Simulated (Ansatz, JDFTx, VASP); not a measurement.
GaP: 4 runs at one level of theory

The starting cell:

```
CELL_PARAMETERS angstrom
0.00000 2.72525 2.72525
2.72525 0.00000 2.72525
2.72525 2.72525 0.00000
ATOMIC_POSITIONS crystal
Ga 0.00000 0.00000 0.00000
P 0.75000 0.75000 0.75000
```

Alike in all runs: task relaxation of cell and atoms; functional PBEsol; k mesh 6 × 6 × 6; occupations fermi-dirac, width 0.05 eV; no spin polarisation; no spin-orbit coupling.

```json
{"program and potentials": "Ansatz, Ansatz PAW", "plane-wave cutoff (eV)": "420", "notes": "potentials made for PBE, which Ansatz adapts in part", "equilibrium volume (Å³/atom)": "20.11"}
{"program and potentials": "JDFTx, PseudoDojo-SR-PBEsol-0.4.1-standard", "plane-wave cutoff (eV)": "1088", "notes": "-", "equilibrium volume (Å³/atom)": "20.12"}
{"program and potentials": "VASP, PBE PAW files Ga_d, P, 600 eV", "plane-wave cutoff (eV)": "600", "notes": "potentials made for PBE", "equilibrium volume (Å³/atom)": "20.10"}
{"program and potentials": "Ansatz, all-electron LAPW, scalar-relativistic", "plane-wave cutoff (eV)": "-", "notes": "-", "equilibrium volume (Å³/atom)": "20.11"}
```

The equilibrium volume spans 20.10 (VASP, PBE PAW files Ga_d, P, 600 eV) to 20.12 Å³/atom (JDFTx, PseudoDojo-SR-PBEsol-0.4.1-standard), with all-electron results at 20.11. Relaxations stop with a little pressure left, so the last digit of a volume isn't settled.

Differences between rows come from potentials, basis sets and numerical settings, since the functional is the same but for its coding. Runs on potential files found faulty are left out.
